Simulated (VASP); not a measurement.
Crystal: PbSe.

```xyz
2
Lattice="0.0000 3.0523 3.0523 3.0523 0.0000 3.0523 3.0523 3.0523 0.0000" Properties=species:S:1:pos:R:3 pbc="T T T"
Pb    0.0000    0.0000    0.0000
Se    3.0523    3.0523    3.0523
```

Base run:

| Property | Result |
| --- | --- |
| Program | VASP 6.6.1 |
| Functional | PBE0 |
| Potentials or basis | VASP PAW PBE potentials, release 64 (Pb_d, Se) |
| Cutoff | 520 eV |
| k mesh | 6 × 6 × 6 |
| Occupations | gaussian, width 0.03 eV |
| Spin | no spin polarisation |

Its results: band gap on the k mesh 1.21 eV, direct; pressure 1.7 GPa.

Problem. The run is repeated on the same cell with these changes: functional from PBE0 to PBEsol; further incar settings from ALGO = Normal; EDIFF = 1e-06; NBANDS = 17 to ALGO = Fast; EDIFF = 1e-06; NBANDS = 17. What comes out?

Solution. Band gap on the k mesh 0.18 eV, direct; pressure -0.1 GPa.

Caveats: the PAW data sets were made with another functional, which shifts forces and pressure a little; spin-orbit coupling is left out, which as a rule narrows the gap of such compounds by several tenths of an eV.
